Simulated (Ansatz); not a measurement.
**KCl: energy along a strain**

KCl, Fm-3m, a = 6.312 Å (as given, not relaxed at this level: -2.1 GPa). Ansatz: LDA, PAW, 420 eV, Γ-centred 6×6×6 mesh on 2 atoms, Gaussian smearing 0.05 eV; no spin polarisation. Cell vectors (Å): 0.000 3.156 3.156; 3.156 0.000 3.156; 3.156 3.156 0.000. The cell is strained by x per cent times the pattern (1 1 0 0 0 0) in the order xx yy zz yz xz xy (engineering shears), with fractional coordinates held. y is the free energy over the start, V0 = 31.438 Å³/atom.

| x (%) | y (meV/atom) |
| --- | --- |
| -6.00 | ? |
| -4.50 | -18.18 |
| -3.00 | -16.88 |
| 0.00 | 0.00 |
| 1.50 | 13.77 |
| 4.50 | 48.42 |
| 6.00 | 68.22 |

Q: Fit y = c1 x + c2 x² + c3 x³ to the other rows, get the stiffness along the pattern, and predict the missing energy.

A: Least squares on the rows shown. y = 8.1277 x + 0.74766 x² − 0.034840 x³. The clamped-ion stiffness p·C·p = 2 × 7.477 eV × 160.2 / 31.438 Å³ = 76 GPa (second derivative at the start, which stands under stress). At x = -6.00 the fit asked for gives -14.33 meV/atom. The run gave -13.22 meV/atom, so the fit is 1.11 meV/atom too low, 1.3 % of the span of the series, against an rms of 0.10 meV/atom on the fitted rows. The row lies outside the fitted range. With a term in x⁴ added, a fit to the same known rows predicts -13.32 meV/atom, so most of the miss is curvature that the known rows already hold.